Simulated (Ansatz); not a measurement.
Wanted: the native input for an Ansatz 0.2.0 run.

```
Task                    : single point
Functional              : HSE06 form with a typed share of exact exchange
Potentials or basis     : Ansatz PAW
Cutoff                  : 420 eV (not typed: the program's choice for these potentials)
k mesh                  : 5 × 5 × 2
Occupations             : fermi-dirac, width 0.05 eV
Spin                    : no spin polarisation
Screening (1/Å)         : 0.2
Share of exact exchange : 0.1
```

MoS2:

```
CELL_PARAMETERS angstrom
3.22746 0.00000 0.00000
-1.61373 2.79507 0.00000
0.00000 0.00000 6.31247
ATOMIC_POSITIONS crystal
Mo 0.00000 0.00000 0.50000
S 0.66667 0.33333 0.74468
S 0.33333 0.66667 0.25532
```

Measurements of this composition are mostly on another form, of space group No. 194.

The input as run:

input.yaml

```yaml
crystal:
  lattice:
    - [3.2274645616, 0.0, 0.0]
    - [-1.6137322808, 2.7950663001, 0.0]
    - [0.0, 0.0, 6.31247342]
  atoms:
    - { symbol: Mo, position: [0.0, 0.0, 0.5] }
    - { symbol: S, position: [0.6666666667, 0.3333333333, 0.74468068] }
    - { symbol: S, position: [0.3333333333, 0.6666666667, 0.25531932] }
hamiltonian:
  xc: { exchange: pbe, correlation: pbe, exx: { coeff: 0.1, omega: 0.2 } }
  pseudopotentials: { kind: paw }
kpoints:
  mp_grid: { grid: [5, 5, 2] }
scf:
  occupations: { method: fermi_dirac, width: 0.05 }
output:
  forces: true
  stress: true
  eigenvalues: true
```

Potentials or basis: Ansatz PAW.

Launch:

```console
$ ansatz run input.yaml --threads 2 --pin off --max-ram 5632MiB --backend cpu --events-out ev --progress --plain --runs-dir out
```

Results of the run:

```yaml
Pressure: -0.6 GPa
Largest_force: 0.074 eV/Å
Band_gap_on_the_k_mesh: none (metal or under the smearing width)
```

Caveat: the k mesh is coarse (spacing up to 0.50 Å⁻¹), so the values aren't converged, least of all with exact exchange; the PAW data sets come from PBE, with cores solved anew for the run's functional, which leaves a small shift of forces and pressure; the thresholds are loose for stress.

Wall time 8.1 s on 2 threads of Intel(R) Xeon(R) 6975P-C (Granite Rapids) (shared host), peak memory 0.77 GiB.
